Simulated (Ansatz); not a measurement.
## GeO2: biaxial strain +4.66 %, plane normal [001], relaxed out of plane

The reference is GeO2 in the rutile structure (space group P4_2/mnm, No. 136; a = 4.411 Å, c = 2.870 Å). Axes: x, y, z lie along a, b, c of the conventional cell.

The change: tensile biaxial strain of 4.66 % in the plane normal to [001], as in epitaxy on a mismatched substrate; the out-of-plane cell vector and the atoms relax.

Calculations: r2SCAN (Ansatz, an electronic-structure program, PAW, spin-orbit coupling left out). Settings: 8×8×11 k-points, 0.05 eV Fermi–Dirac smearing.

The volume per atom goes up by 0.648 Å³ to 9.95 Å³ and the space group stays P4_2/mnm (No. 136). The pressure (mean of the normal stresses, compression positive) goes from zero to -8.94 GPa and the band gap falls by 0.316 eV, from 2.51 eV to 2.20 eV. The gap character stays direct at Γ and the electron mass changes from 0.23 mₑ along c, 0.28 mₑ across (at Γ) to 0.22 mₑ out of plane, 0.28 mₑ in plane (at Γ). The hole mass goes from 1.7 mₑ along c, 1.1 mₑ across (at Γ) to 2.7 mₑ out of plane, 1.2 mₑ in plane (at Γ) and the valence-band top at Γ (three highest levels, from the VBM) changes from 0.00, -0.82, -0.82 eV to 0.00, -0.80, -0.80 eV. The out-of-plane strain amounts to -2.35 % and the ratio −ε⊥/ε∥ amounts to 0.50. The mean in-plane stress (compression positive) comes out as -13.4 GPa.

Effective masses come from finite differences of ±0.01 Å⁻¹. Whether these cells are dynamically stable was not tested.
